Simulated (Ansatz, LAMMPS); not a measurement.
# Relaxing amorphous TiO2 at 3.19 g/cm^3 (84 atoms), part 4 of 4

Aim: bring amorphous TiO2 at 3.19 g/cm^3 (84 atoms) to a nearby minimum of the energy and see what moves.

Ansatz 0.2.0; Kohn-Sham DFT, PBE, PAW (set soft_2), plane waves.

The cell: 28 Ti and 56 O. The quench rate of 50 K/ps far exceeds what a furnace or splat quench reaches. The starting topology of bonds comes from the classical model. Only the Γ point is sampled in the main run, in a cell whose shortest periodic width is 11 Å.

So far. Step 4 (Relaxation): The relaxation changed the energy by -43.2 meV/atom, and atoms moved by 0.20 Å r.m.s., 0.55 Å at most. Step 7 (K-mesh 2×2×2): Forces differ from those of the single point at the relaxed geometry by 9.0 meV/Å r.m.s.; the energy by -0.31 meV/atom and the gap by -0.10 eV. It took 4.2 min and 12 cycles; the reference's time can't be set against it, since the two runs asked for unlike analyses.

### 8. Functional HSE06

HSE06 mixes in a quarter of exact exchange at short range, which counters self-interaction, at a higher cost.

This step: Kohn-Sham DFT, HSE06, PAW (set soft_2), plane waves (Ansatz 0.2.0).

input.yaml reads:

```yaml
crystal:
  lattice:
    - [10.5139, 0.0, 0.0]
    - [0.0, 10.5139, 0.0]
    - [0.0, 0.0, 10.5139]
  atoms:
    [... the 84 atom lines of step 6 ...]
kpoints:
  mp_grid: { grid: [1, 1, 1] }
hamiltonian:
  xc: hse06
scf:
  occupations: { method: fermi_dirac, width: 0.025 }
output:
  forces: true
  stress: true
  populations: true
  dos:
    method: { smearing: { sigma: 0.08 } }
    de: 0.05
    projected: { site_lists: { O: [O], Ti: [Ti] } }
  eigenvalues: true
```

On the command line:

```console
$ ansatz run input.yaml --threads 4 --pin off --max-ram 8192MiB --backend cpu --events-out ev --progress --plain --runs-dir out
```

Numbers of over 12 decimals in the logs are rounded to 6 here.

Log:

```text
Warning: output.stress: scf.convergence.dr2_threshold = 1e-7 eV (the SCF's general default) is looser than the 1.6e-9 eV advised for a printed stress (1e-10 eV for each atom of the cell: 84, of which 16 are counted). What an SCF threshold leaves in a stress goes as its square root, and in the free energy as the threshold itself, and one threshold admits the most on a small cell: [...]
Warning: output.stress: scf.exx.energy_threshold = 1e-6 eV is looser than the 1.6e-7 eV advised for a stress under a hybrid functional (1e-8 eV for each atom of the cell: 84, of which 16 are counted). Every SCF of the exchange loop can meet its threshold on dr2 while the loop round them stops early: [...]
exact exchange: scf.exx.singularity resolves to wigner_seitz, which cuts the screened interaction at the faces of the exchange supercell's Wigner-Seitz cell, so that each pair interacts once, at the shortest of its separations (the periodic images that this leaves out come, [...]
[...]
Crystal: 84 atoms, lattice volume = 1162.229 Å³
Basis set: ecut = 420 eV, 22743 PW (Γ), exchange–correlation on 144×144×144 points (8 copies of the dense FFT grid, shifted against one another)
Bands: 420, of which v1, the nominal top of the filled ones, is band 336 counted from 1 (335 counted from 0)
Symmetry: 1 space group operations
[...]
k-points: 1
[...]
SCF iter   1: F=—  HF=-101877.180562 eV  |F-HF|=—  |Δ(HF+E_count)|=         —  Δρ=4.11e-3  dr2=2.15e-1  ethr=1.77e-3  ⟨swp⟩=5.0  Hψ=1737  notcnv=0
[...]
SCF iter   5: F=—  HF=-101877.183159 eV  |F-HF|=—  |Δ(HF+E_count)|=   1.94e-3  Δρ=3.71e-4  dr2=1.48e-3  ethr=2.22e-7  ⟨swp⟩=3.0  Hψ=1875  notcnv=0
SCF iter   6: F=-101877.183349 eV  HF=-101877.183237 eV  |F-HF|=1.12e-4  |Δ(HF+E_count)|=   7.87e-5  Δρ=1.50e-4  dr2=1.14e-4  ethr=2.20e-7  ⟨swp⟩=3.0  Hψ=887  notcnv=0
SCF 1 stopped early in 6 iterations: F = -101877.183349 eV  dr2 = 1.14e-4
[...]
Exchange kernel: α = 0.2500, screened, ω = 0.2079 Å⁻¹, Wigner–Seitz truncation, v(0) = 929.0982 eV·Å³, q-mesh 1×1×1, nearest image of the exchange supercell L = 10.51 Å, pair-density grid 54×54×54, without the augmentation charges, whose exchange is taken in its separable form (sized by the pseudopotential files, [...]
Frozen-core exchange: fock
SCF iter   1: F=—  HF=-101856.292602 eV  |F-HF|=—  |Δ(HF+E_count)|=         —  Δρ=3.01e-2  dr2=1.50e1  ethr=1.69e-7  ⟨swp⟩=20.0  Hψ=2625  notcnv=0
[...]
SCF iter   7: F=—  HF=-101852.988375 eV  |F-HF|=—  |Δ(HF+E_count)|=   1.20e-3  Δρ=2.78e-4  dr2=7.62e-4  ethr=1.69e-7  ⟨swp⟩=4.0  Hψ=1023  notcnv=0
SCF iter   8: F=-101852.988176 eV  HF=-101852.988239 eV  |F-HF|=6.27e-5  |Δ(HF+E_count)|=   1.37e-4  Δρ=7.66e-5  dr2=1.71e-4  ethr=9.76e-8  ⟨swp⟩=3.0  Hψ=809  notcnv=0
SCF 2 stopped early in 8 iterations: F = -101852.988176 eV  dr2 = 1.71e-4
  Residual-converged pass: ⟨swp⟩=4.0  Hψ=1266  notcnv=0  max |occ|·‖R‖ = 4.9e-6 eV (tolerance 6.7e-6 eV)  dr2=1.74e-4  dr2_onsite=5.40e-6  max |Δocc| = 0.0e0
[...]
hybrid outer 1: dexx = +7.150e-1 eV, tail = 1.51e-3 eV
[...]
Frozen-core exchange: fock
SCF iter   1: F=—  HF=-101852.977997 eV  |F-HF|=—  |Δ(HF+E_count)|=         —  Δρ=2.55e-4  dr2=9.49e-4  ethr=1.13e-6  ⟨swp⟩=9.0  Hψ=1304  notcnv=0
[...]
SCF iter  10: F=—  HF=-101852.977835 eV  |F-HF|=—  |Δ(HF+E_count)|=   2.39e-7  Δρ=2.13e-6  dr2=5.18e-8  ethr=5.30e-12 (applied; sched 1.46e-12)  ⟨swp⟩=10.0  Hψ=1453  notcnv=0
SCF iter  11: F=-101852.977835 eV  HF=-101852.977835 eV  |F-HF|=7.09e-9  |Δ(HF+E_count)|=   1.13e-8  Δρ=7.63e-7  dr2=1.19e-8  ethr=9.83e-12 (applied; sched 1.46e-12)  ⟨swp⟩=3.0  Hψ=781  notcnv=0
SCF 3 converged in 11 iterations: F = -101852.977835 eV  dr2 = 1.19e-8
[...]
hybrid outer 2: dexx = +8.334e-5 eV, tail = 3.38e-7 eV, Δε = 1.25e-2 eV (about 2.04e-4 eV left of the loop's levels), ΔF = 3.93e-2 eV/Å (tail 2.84e-3)
[...]
Frozen-core exchange: fock
SCF iter   1: F=—  HF=-101852.977840 eV  |F-HF|=—  |Δ(HF+E_count)|=         —  Δρ=3.15e-6  dr2=1.46e-7  ethr=2.52e-10  ⟨swp⟩=16.0  Hψ=1691  notcnv=0
[...]
SCF iter   4: F=-101852.977840 eV  HF=-101852.977840 eV  |F-HF|=5.22e-9  |Δ(HF+E_count)|=   3.43e-8  Δρ=6.75e-7  dr2=6.61e-9  ethr=5.31e-12 (applied; sched 1.00e-12)  ⟨swp⟩=5.0  Hψ=946  notcnv=0
SCF 4 converged in 4 iterations: F = -101852.977840 eV  dr2 = 6.61e-9
[...]
hybrid SCF converged: 3 outer / 23 inner (+6 warm-up), last move |dexx| = 4.69e-8 eV, tail = 1.42e-8 eV
Stability not checked: this state was not tested for a lower state beside it, because the functional holds exact exchange (a hybrid, or Hartree-Fock), whose exchange loop this test does not read (fock_operator; see scf.lower_state_search)
Free energy (F): -101852.977840 eV
Frozen-core exchange: fock
[...]
Internal energy: -101852.977840 eV  (E = F + TS)
E sigma→0 (E₀):  -101852.977840 eV
Fermi energy:    6.039978 eV
[...]
Σ components = -101852.977840   (vs F -101852.977840, Δ=1.46e-11)
--- Forces (eV/Å), atoms counted from 1 ---
  atom   1  Ti    -0.01932883    -0.08761121    -0.04117905
  atom   2  Ti    -0.03494342     0.18638784    -0.29514012
  atom   3  Ti     0.10459074     0.08214113     0.02259174
  atom   4  Ti    -0.06841603    -0.01888009    -0.17625467
[...]
atom  84  O     -0.08109021     0.10649924    -0.03479471
  max |Σ_I F_I| component: 8.11e-5 eV/Å
--- Stress (GPa, compression-positive) ---
       -4.504385      -0.249545       0.328569
       -0.249545      -2.532968      -0.232816
        0.328569      -0.232816      -4.943236
  P = ⅓ Tr σ = -3.9935 GPa (-39.935 kbar)
--- Band table (eV) ---
[...]
--- Löwdin populations: 84 sites ---
  site symbol       q [e]
     0     Ti     10.4816
     1     Ti     10.4719
     2     Ti     10.4941
[...]
83      O      6.6697
  spilling = 0.004059 (of n_electrons = 672.000000)
```

Run time: 8.8 min. Hardware: 4 threads of Arm Neoverse V1, shared host; peak memory 4.2 GiB; 34 min of CPU time.

The program notes that the exchange threshold is loose for the stress and the SCF threshold is loose for the stress.

Geometry and reference: those of the single point at the relaxed geometry.

Forces differ from those of the single point at the relaxed geometry by 184 meV/Å r.m.s.; the pressure by -5.5 GPa and the gap by +1.6 eV. It took 8.8 min and 29 cycles; the reference's time can't be set against it, since the two runs asked for unlike analyses.

The run gave:

```
free energy                                      : -101852.9778 eV
free energy per atom                             : -1212.5355 eV/atom
SCF cycles                                       : 29
pressure                                         : -3.994 GPa
r.m.s. force component                           : 0.1836 eV/Å
longest force                                    : 0.6435 eV/Å
Fermi energy                                     : 6.04 eV
gap (highest filled to lowest empty level) : 4.35 eV
spilling of the projection                       : 0.004059
```

Length of the force by element and coordination:

| element | coordination | atoms | mean length of the force (eV/Å) | spread | least | most |
| --- | --- | --- | --- | --- | --- | --- |
| O | all | 56 | 0.300 | 0.132 | 0.0564 | 0.643 |
| O | 2 | 40 | 0.331 | 0.129 | 0.0922 | 0.643 |
| O | 3 | 15 | 0.228 | 0.103 | 0.0564 | 0.421 |
| O | 4 | 1 | 0.0986 | 0 | 0.0986 | 0.0986 |
| Ti | all | 28 | 0.278 | 0.107 | 0.0827 | 0.523 |
| Ti | 4 | 14 | 0.278 | 0.136 | 0.0827 | 0.523 |
| Ti | 5 | 11 | 0.278 | 0.0688 | 0.135 | 0.392 |
| Ti | 6 | 3 | 0.283 | 0.0555 | 0.215 | 0.351 |

Löwdin charges by element and coordination (they lack the spilled electrons, 0.032 e an atom on average):

| element | coordination | atoms | mean charge (e) | spread | least | most |
| --- | --- | --- | --- | --- | --- | --- |
| O | all | 56 | -0.707 | 0.0427 | -0.811 | -0.647 |
| O | 2 | 40 | -0.685 | 0.0242 | -0.757 | -0.647 |
| O | 3 | 15 | -0.758 | 0.0257 | -0.799 | -0.714 |
| O | 4 | 1 | -0.811 | 0 | -0.811 | -0.811 |
| Ti | all | 28 | 1.51 | 0.0138 | 1.48 | 1.54 |
| Ti | 4 | 14 | 1.51 | 0.0124 | 1.48 | 1.53 |
| Ti | 5 | 11 | 1.51 | 0.0157 | 1.49 | 1.54 |
| Ti | 6 | 3 | 1.51 | 0.0094 | 1.51 | 1.53 |

States in the cell by windows of 1 eV, zero at the Fermi level; the larger projections on atomic orbitals stand beside the total:

| from (eV) | to (eV) | total | O p | Ti d |
| --- | --- | --- | --- | --- |
| -14 | -8 | 0.0 | 0.0 | 0.0 |
| -8 | -7 | 2.6 | 1.9 | 0.5 |
| -7 | -6 | 53.6 | 37.9 | 13.0 |
| -6 | -5 | 100.1 | 74.2 | 21.8 |
| -5 | -4 | 61.3 | 50.3 | 9.1 |
| -4 | -3 | 78.3 | 69.7 | 6.7 |
| -3 | -2 | 40.2 | 37.5 | 1.9 |
| -2 | 2 | 0.0 | 0.0 | 0.0 |
| 2 | 3 | 49.2 | 3.1 | 44.1 |
| 3 | 4 | 68.1 | 8.4 | 55.2 |

Between -26 and -14 eV lie 112 more states.

The stored curve holds about 448 of the 672 electrons; the rest, give or take the few that broadening carries across the Fermi level, lie in deeper levels below its range.

The levels nearest the highest filled one (over half full), pooled over k-points and spins:

| level less the highest filled one (eV) | occupation |
| --- | --- |
| -0.298 | 2 |
| -0.243 | 2 |
| -0.173 | 2 |
| -0.0982 | 2 |
| -0.0107 | 2 |
| 0 | 2 |
| 4.35 | 0 |
| 4.46 | 0 |
| 4.49 | 0 |
| 4.54 | 0 |
| 4.58 | 0 |
| 4.62 | 0 |

### 9. Functional r2SCAN (500 eV)

The meta-GGA r2SCAN uses the kinetic energy density as well as the density and its gradient. Besides, the cutoff goes from 420 to 500 eV.

This step: Kohn-Sham DFT, r2SCAN, PAW (set soft_2), plane waves (Ansatz 0.2.0).

Edit input.yaml of step 8 so:

```diff
@@ -10,3 +10,3 @@
 hamiltonian:
-  xc: hse06
+  xc: r2scan
 scf:
```

Log:

```text
[...]
Crystal: 84 atoms, lattice volume = 1162.229 Å³
Basis set: ecut = 500 eV, 29423 PW (Γ), exchange–correlation on 320×320×320 points (64 copies of the dense FFT grid, shifted against one another)
Bands: 420, of which v1, the nominal top of the filled ones, is band 336 counted from 1 (335 counted from 0)
Symmetry: 1 space group operations
[...]
k-points: 1
[...]
SCF iter   1: F=—  HF=-102084.860508 eV  |F-HF|=—  |Δ(HF+E_count)|=         —  Δρ=2.32e-2  dr2=7.39e0  dr2_τ=5.32e0  ethr=1.77e-3  ⟨swp⟩=5.0  Hψ=1551  notcnv=0  defer=38
[...]
SCF iter  11: F=—  HF=-102084.917603 eV  |F-HF|=—  |Δ(HF+E_count)|=   3.70e-7  Δρ=4.25e-6  dr2=2.74e-7  dr2_τ=2.40e-8  ethr=1.44e-10  ⟨swp⟩=2.0  Hψ=519  notcnv=0  defer=74
SCF iter  12: F=-102084.917603 eV  HF=-102084.917603 eV  |F-HF|=1.79e-8  |Δ(HF+E_count)|=   7.54e-8  Δρ=2.60e-6  dr2=9.43e-8  dr2_τ=8.58e-9  ethr=1.49e-11  ⟨swp⟩=11.0  Hψ=1760  notcnv=0
SCF 1 converged in 12 iterations: F = -102084.917603 eV  dr2 = 9.43e-8
[...]
SCF converged after 12 iterations
Free energy (F): -102084.917603 eV
[...]
Internal energy: -102084.917603 eV  (E = F + TS)
E sigma→0 (E₀):  -102084.917603 eV
Fermi energy:    6.089994 eV
[...]
Σ components = -102084.917603   (vs F -102084.917603, Δ=0.00e0)
--- Forces (eV/Å), atoms counted from 1 ---
  atom   1  Ti    -0.00501489    -0.04465701    -0.02848573
  atom   2  Ti    -0.00069672     0.02068898    -0.09107401
  atom   3  Ti     0.04539312     0.01258264     0.03865386
  atom   4  Ti    -0.01292777     0.00426071    -0.04061836
[...]
atom  84  O      0.01304920     0.01163601    -0.01319585
  max |Σ_I F_I| component: 1.32e-4 eV/Å
--- Stress (GPa, compression-positive) ---
       -2.596662      -0.237925       0.227706
       -0.237925      -0.794576      -0.249048
        0.227707      -0.249048      -3.097024
  P = ⅓ Tr σ = -2.1628 GPa (-21.628 kbar)
--- Band table (eV) ---
[...]
--- Löwdin populations: 84 sites ---
  site symbol       q [e]
     0     Ti     10.5731
     1     Ti     10.5653
     2     Ti     10.5870
[...]
83      O      6.6293
  spilling = 0.003577 (of n_electrons = 672.000000)
```

Run time: 58 s. Hardware: 4 threads; peak memory 3.3 GiB.

Geometry and reference: those of the single point at the relaxed geometry.

Forces differ from those of the single point at the relaxed geometry by 60 meV/Å r.m.s.; the pressure by -3.6 GPa and the gap by +0.37 eV. It took 58 s and 12 cycles; the reference's time can't be set against it, since the two runs asked for unlike analyses.

### 10. Functional PBEsol

PBEsol restores the gradient expansion of exchange for slowly varying densities and usually gives shorter bonds in solids than PBE.

This step: Kohn-Sham DFT, PBEsol, PAW (set soft_2), plane waves (Ansatz 0.2.0).

Edit input.yaml of step 9 so:

```diff
@@ -10,3 +10,3 @@
 hamiltonian:
-  xc: r2scan
+  xc: pbesol
 scf:
```

Log:

```text
[...]
Crystal: 84 atoms, lattice volume = 1162.229 Å³
Basis set: ecut = 420 eV, 22743 PW (Γ), exchange–correlation on 144×144×144 points (8 copies of the dense FFT grid, shifted against one another)
Bands: 420, of which v1, the nominal top of the filled ones, is band 336 counted from 1 (335 counted from 0)
Symmetry: 1 space group operations
[...]
k-points: 1
[...]
SCF iter   1: F=—  HF=-100784.629543 eV  |F-HF|=—  |Δ(HF+E_count)|=         —  Δρ=1.55e-2  dr2=2.54e0  ethr=1.77e-3  ⟨swp⟩=5.0  Hψ=1555  notcnv=0  defer=38
[...]
SCF iter  12: F=—  HF=-100784.130082 eV  |F-HF|=—  |Δ(HF+E_count)|=   4.56e-7  Δρ=3.73e-6  dr2=2.10e-7  ethr=1.29e-10  ⟨swp⟩=2.0  Hψ=515  notcnv=0  defer=74
SCF iter  13: F=-100784.130082 eV  HF=-100784.130082 eV  |F-HF|=1.88e-8  |Δ(HF+E_count)|=   9.24e-8  Δρ=1.83e-6  dr2=4.92e-8  ethr=1.49e-11  ⟨swp⟩=11.0  Hψ=1797  notcnv=0
SCF 1 converged in 13 iterations: F = -100784.130082 eV  dr2 = 4.92e-8
[...]
SCF converged after 13 iterations
Free energy (F): -100784.130082 eV
[...]
Internal energy: -100784.130082 eV  (E = F + TS)
E sigma→0 (E₀):  -100784.130082 eV
Fermi energy:    6.143702 eV
[...]
Σ components = -100784.130082   (vs F -100784.130082, Δ=0.00e0)
--- Forces (eV/Å), atoms counted from 1 ---
  atom   1  Ti     0.01420825    -0.04503811    -0.00436292
  atom   2  Ti    -0.03260849     0.02887545    -0.05334546
  atom   3  Ti     0.02276699     0.01703140    -0.06675845
  atom   4  Ti    -0.06927158    -0.00053815    -0.04356835
[...]
atom  84  O     -0.03457378     0.03589868     0.00691153
  max |Σ_I F_I| component: 1.49e-4 eV/Å
--- Stress (GPa, compression-positive) ---
       -3.408158      -0.192712       0.166066
       -0.192712      -1.637240      -0.211764
        0.166066      -0.211764      -3.828633
  P = ⅓ Tr σ = -2.9580 GPa (-29.580 kbar)
--- Band table (eV) ---
[...]
--- Löwdin populations: 84 sites ---
  site symbol       q [e]
     0     Ti     10.6802
     1     Ti     10.6832
     2     Ti     10.6980
[...]
83      O      6.5729
  spilling = 0.003595 (of n_electrons = 672.000000)
```

Wall time 26 s (4 threads); peak memory 1.6 GiB.

Geometry and reference: those of the single point at the relaxed geometry.

Forces differ from those of the single point at the relaxed geometry by 72 meV/Å r.m.s.; the pressure by -4.4 GPa and the gap by -0.025 eV.

### 11. All settings compared

Differences are against the single point at the relaxed geometry (Kohn-Sham DFT, PBE, PAW (set soft_2), plane waves), whose r.m.s. force component is 0.00953 eV/Å. Energies are set beside the reference only for runs with its functional, potentials and electron count. Times are for 4 threads of Arm Neoverse V1, shared host. The reference's time includes grids, which some other runs skip.

| run | Δ force, r.m.s. (meV/Å) | Δ energy (meV/atom) | Δ pressure (GPa) | Δ gap (eV) | cycles | time | host memory (GiB) |
| --- | --- | --- | --- | --- | --- | --- | --- |
| reference | - | - | - | - | 12 | 27 s | 1.6 |
| k-mesh 2×2×2 | 8.98 | -0.310 | -0.0133 | -0.101 | 12 | 4.2 min | 6.1 |
| functional HSE06 | 184 | - | -5.48 | 1.56 | 29 | 8.8 min | 4.2 |
| functional r2SCAN (500 eV) | 60.5 | - | -3.65 | 0.368 | 12 | 58 s | 3.3 |
| functional PBEsol | 72.5 | - | -4.44 | -0.0251 | 13 | 26 s | 1.6 |

### 12. What came out

| Property | Result |
| --- | --- |
| energy change in the relaxation | -43.23 meV/atom |
| r.m.s. displacement | 0.195 Å |
| largest displacement | 0.553 Å |
| free energy per atom | -1212.8217 eV/atom |
| pressure | 1.486 GPa |
| r.m.s. force component | 0.00953 eV/Å |
| gap (highest filled to lowest empty level) | 2.792 eV |
| wall time of the 7 DFT runs | 18 min |

**Reading.** Relaxation lowers the energy by 43.2 meV/atom and moves atoms by 0.20 Å r.m.s.; the r.m.s. force component goes from 0.58 to 0.0095 eV/Å. By the final cutoffs 0 of 125 bonded pairs parted and 4 joined. From the first step to the last the energy fell by 3.631 eV, and the largest move was 0.55 Å (O36). The O-Ti bonds go from 1.859 Å (spread 0.163) to 1.891 Å (spread 0.122), and their number from 125 to 129. With the cutoffs above, 71 % of O atoms have 2 and 50 % of Ti atoms have 4 bonded neighbours. The highest filled and lowest empty levels differ by 2.79 eV (at Γ alone); a semilocal functional tends to put such gaps too low. In a disordered cell it changes from sample to sample, and tail or defect levels can set it.

Among the changes of functional, dispersion, potentials or spin set against this reference, functional HSE06 moves the forces most, by 184 meV/Å r.m.s. The gap changes by +1.56 eV with HSE06.

Caveats: The starting topology of bonds comes from the classical model; in DFT 0 of its 125 bonded pairs passed out of the cutoffs and 4 came within them.

[Logs are printed without paths, hosts, clocks, repeated set-up lines and the standing remarks that a program may print on its own settings, such as how far it seeks lower states.]

[Hosts, paths, dates, database ids (printed as entryN), source tags and the programs' standing remarks are cut or masked in the printed files.]
